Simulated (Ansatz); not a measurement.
## InAs and its competing phases

These are results of DFT PBE, scalar-relativistic, plane waves, PAW in Ansatz, not measurements. Settings: cutoff 420 eV, Γ-centred meshes spaced at most about 0.3 Å⁻¹, and about 0.25 Å⁻¹ or finer for metals (2π included), Gaussian smearing. No spin polarisation.

The zero of energy is the elements' standard structures at the same level; no fitted shifts are applied.

Temperature and zero-point effects are left out. The reference form of As is held partly by dispersion forces, which this level lacks.

The competitors are the elements and 1 reference phase of this chemical system (from databases or known types: InAs), relaxed at the same level; other known phases may be missing.

The candidate was reached from: 4-connected net, two elements alternating.

```xyz
6
Lattice="4.3615 0.0000 0.0000 -2.1808 3.7772 0.0000 0.0000 0.0000 9.6691" Properties=species:S:1:pos:R:3 pbc="T T T"
In   -1.0904    1.8886    1.6115
In    1.0904    1.8886    8.0576
In    2.1808    0.0000    4.8345
As    1.0904    1.8886    3.2230
As    2.1808    0.0000    0.0000
As   -1.0904    1.8886    6.4461
```

Problem. Where does it stand against these competitors?

Solution. Not the lowest form: another structure of the same formula lies lower. Its formation energy is -0.096 eV/atom. The lowest competing phase at this composition is this:

```tsv
phase	space group	source	share of atoms	ΔE_f (eV/atom)
InAs	F-43m (No. 216)	Materials Project	1.0000	-0.244
```

The candidate lies 148 meV/atom above this phase. The candidate matches no cell in the subsets of the Crystallography Open Database and the Materials Project at hand. It is metastable at best. Whether it is a true minimum wasn't tested by phonons.
